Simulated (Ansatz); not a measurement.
# Spinel MgAl2O4

Computed with dielectric-dependent PBE hybrid (Ansatz, a program for electronic structure, plane waves, PAW).

Run with plane-wave cutoff 460 eV, 6×6×6 k mesh, Fermi–Dirac smearing 0.01 eV, scalar-relativistic PAW data made under PBE.

Cell (measured lattice):

Al2MgO4 is taken in the cubic space group Fd-3m, origin choice 1 (No. 227), the spinel structure, Pearson symbol cF56. Lattice parameters: a = b = c = 8.0832 Å, α = β = γ = 90.00°. Mg on 8b has 4 O at 1.922 Å (tetrahedral). Al on 16c has 6 O at 1.927 Å (octahedral). O on 32e sees 1 Mg at 1.922 Å and 3 Al at 1.927 Å (tetrahedral). (Neighbours: up to the widest gap in distance over summed covalent radii, below 1.35, at either atom; cation-cation and far metal-metal contacts left out.)
(The calculation used a cell of 14 atoms; values per cell refer to that cell.)

```yaml
band_gap: 8.73 eV
smallest_direct_gap_on_the_k_points_sampled: 8.73 eV
```

Measured, for comparison: band gap 7.8 eV (temperature not stated, no zero-point or thermal correction; as tabulated in Neo et al. (2023), doi:10.1002/gch2.202200236). Computed (rounded) less measured: band gap +0.93 eV.

Note: cell and atoms aren't relaxed at this level (largest force component 0.42 eV/Å, pressure -3.4 GPa).

Computed values are for the static lattice.

The result took about 15 core-minutes (a rough figure).
